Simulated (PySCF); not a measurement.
Several molecules and their computed UV-vis stick spectra, shuffled. Method used: PySCF, TDDFT CAM-B3LYP/def2-SVPD, vertical, gas phase, core orbitals frozen in the response. Geometries: PBE0-D3(BJ)/def2-SVP; one conformer of each isolated species. Triplets are in the Tamm–Dancoff approximation. Relativistic effects are left out although some hold elements past zinc.

A. `CCSC(F)(F)F`
B. `[Cl+]1[GaH2-][Cl+][GaH2-]1`
C. `C1=C[C@H]2C=C[C@@H]1C2`
D. `[H]B([H])Br`
E. `FC(F)(F)[SiH2]C(F)(F)F`

Lowest singlet levels (six at most, fewer where fewer were computed) with oscillator strengths:

1. 6.42 eV (f 0.000); 6.94 eV (f 0.000); 7.07 eV (f 0.000); 7.35 eV (f 0.036); 7.38 eV (f 0.000); 7.67 eV (f 0.000); T1 6.10 eV
2. 8.74 eV (f 0.000); 8.89 eV (f 0.036); 9.17 eV (f 0.000); 9.35 eV (f 0.060); 9.36 eV (f 0.004 summed over 2 states); 9.47 eV (f 0.000); T1 8.03 eV
3. 4.60 eV (f 0.000); 6.51 eV (f 0.118); 6.87 eV (f 0.003); 7.21 eV (f 0.000); 7.57 eV (f 0.046); 7.91 eV (f 0.000); T1 4.26 eV
4. 5.60 eV (f 0.000); 7.23 eV (f 0.050); 7.47 eV (f 0.000); 8.05 eV (f 0.042); 8.16 eV (f 0.000); 8.28 eV (f 0.036); T1 5.05 eV
5. 5.21 eV (f 0.000); 6.09 eV (f 0.027); 6.53 eV (f 0.017); 7.08 eV (f 0.182); 7.08 eV (f 0.038); 7.20 eV (f 0.000); T1 3.53 eV

Question: Which spectrum belongs to which structure?

Answer: 1 = B, 2 = E, 3 = D, 4 = A, 5 = C.
- A: S1 at 5.60 eV, HOMO→LUMO (77%), HOMO→LUMO+3 (9%), HOMO→LUMO+1 (8%); Löwdin shares by element: HOMO sulfur 71%, carbon 17% or more; LUMO sulfur 43%, carbon 30% (atoms not listed hold the other 27%); HOMO -8.88 and LUMO 0.78 eV.
- B: S1 at 6.42 eV, HOMO→LUMO (92%); Löwdin shares by element: HOMO chlorine 35%, gallium 26% (atoms not listed hold the other 39%); LUMO gallium 49%, chlorine 30% (atoms not listed hold the other 22%); HOMO -9.81 and LUMO -0.22 eV; point group D2h, 5 of its 6 listed states under f = 0.0005.
- C: S1 at 5.21 eV, HOMO→LUMO (98%); Löwdin shares by element: HOMO carbon 86% or more; LUMO carbon 66% or more (atoms not listed hold the other 34%); HOMO -7.81 and LUMO 0.75 eV; point group C2v, 2 of its 6 listed states under f = 0.0005.
- D: S1 at 4.60 eV, HOMO→LUMO (98%); Löwdin shares by element: HOMO bromine 73%, boron 16%, hydrogen 11%; LUMO boron 57%, bromine 24%, hydrogen 19%; HOMO -9.57 and LUMO -0.93 eV; point group C2v, 3 of its 6 listed states under f = 0.0005.
- E: S1 at 8.74 eV, HOMO→LUMO+1 (40%), HOMO-1→LUMO (39%), HOMO→LUMO+2 (15%); Löwdin shares by element: HOMO carbon 28%, silicon 19%, fluorine 11% or more (atoms not listed hold the other 42%); LUMO silicon 36%, hydrogen 26%, carbon 8% or more (atoms not listed hold the other 30%); HOMO -11.49 and LUMO 0.61 eV.
